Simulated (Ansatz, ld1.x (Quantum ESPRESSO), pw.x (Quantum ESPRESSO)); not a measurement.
# H (fcc): variants of one RRKJ potential in the solid

ld1.x (Quantum ESPRESSO) 7.5 input, shortened:

```
&input
   title='H', zed=1., rel=1, dft='PBE', iswitch=3,
   config='1s1 2p-2'
 /
 &inputp
   pseudotype=2, tm=.false., lloc=-2, rcloc=1.20,
   nlcc=.false.
 /
2
1S  1  0   1.00   0.00  1.55  1.55  0.0
2P  2  1  -2.00  -0.15  1.55  1.55  0.0
 &test
   configts(1)='1s1'
 /
```

Crystal test: fcc H in pw.x 7.5, no spin, 18³ k-points, Fermi–Dirac smearing 0.01 Ry, cutoffs set for each file from its atomic test. The reference is all-electron LAPW (Ansatz 0.2.0) with the same functional, mesh and smearing; V0 and B0 come from Birch–Murnaghan fits to the pressures at five volumes. Errors are pseudo minus all-electron; Δ is the rms difference of the E(V) curves that follow from these fits, minima aligned, over ±6 % about the mean V0. Mesh and smearing are coarse, so the numbers serve the comparison and aren't converged zero-temperature values; the lattice is a test structure that the element need not adopt.

All-electron: a0 = 2.282 Å (V0 = 2.97 Å³/atom), B0 = 107.9 GPa.

1 further variants are left out: they gave no file fit for a test, a broken result, the same result as the base, or pressures whose basis-set error rivals the error shown.

```csv
change,cutoffs (Ry),pw.x,a0 (Å),a0 error (%),B0 error (%),Δ (meV/atom),mean pressure error (GPa)
base,40/160,converged,2.284,+0.09,-1.1,0.2,+0.28
local potential all-electron potential smoothed inside 0.64 bohr (lloc = -2),40/160,converged,2.280,-0.06,-1.1,0.1,-0.18
local potential all-electron potential smoothed inside 1.16 bohr (lloc = -2),40/160,converged,2.283,+0.07,-1.1,0.1,+0.22
local potential all-electron potential smoothed inside 1.52 bohr (lloc = -2),40/160,converged,2.294,+0.53,-1.3,1.1,+1.73
```

Q: Give the row for: local potential all-electron potential smoothed inside 1.72 bohr (lloc = -2).

A: pw.x: converged; mean pressure error (GPa): +3.60; a0 (Å): 2.306; a0 error (%): +1.08; B0 error (%): -1.7; Δ (meV/atom): 2.3.
